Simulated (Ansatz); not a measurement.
Crystal: ZrS.

```xyz
2
Lattice="0.0000 2.6250 2.6250 2.6250 0.0000 2.6250 2.6250 2.6250 0.0000" Properties=species:S:1:pos:R:3 pbc="T T T"
Zr    0.0000    0.0000    0.0000
S     2.6250    2.6250    2.6250
```

| Quantity | Value |
| --- | --- |
| Program | Ansatz 0.2.0 |
| Task | relaxation of cell and atoms |
| Functional | RPBE |
| Dispersion | D4 |
| Potentials or basis | all-electron LAPW, scalar-relativistic |
| Basis error allowed | 0.001 eV/atom |
| k mesh | 9 × 9 × 9 |
| Occupations | fermi-dirac, width 0.05 eV |
| Spin | no spin polarisation |

At the start: volume 18.09 Å³/atom.

How do energy, volume and symmetry change on relaxing?

Over 5 steps the energy falls by 12.9 meV/atom and the volume is 17.34 Å³/atom (-4.1 %); space group Fm-3m (No. 225, to 0.05 Å).

Step by step:
| step | energy change (eV) | largest force (eV/Å) | volume (Å³) |
| --- | --- | --- | --- |
| 1 | 0.0000 | 0.0000 | 36.18 |
| 2 | -0.0170 | 0.0000 | 33.87 |
| 3 | -0.0257 | 0.0000 | 34.75 |
| 4 | -0.0257 | 0.0000 | 34.69 |
| 5 | -0.0257 | 0.0000 | 34.69 |

Final structure:
```
Zr S
1.0
     0.00000    2.58853    2.58853
     2.58853    0.00000    2.58853
     2.58853    2.58853    0.00000
Zr S
1 1
Direct
  0.00000 0.00000 0.00000
  0.50000 0.50000 0.50000
```
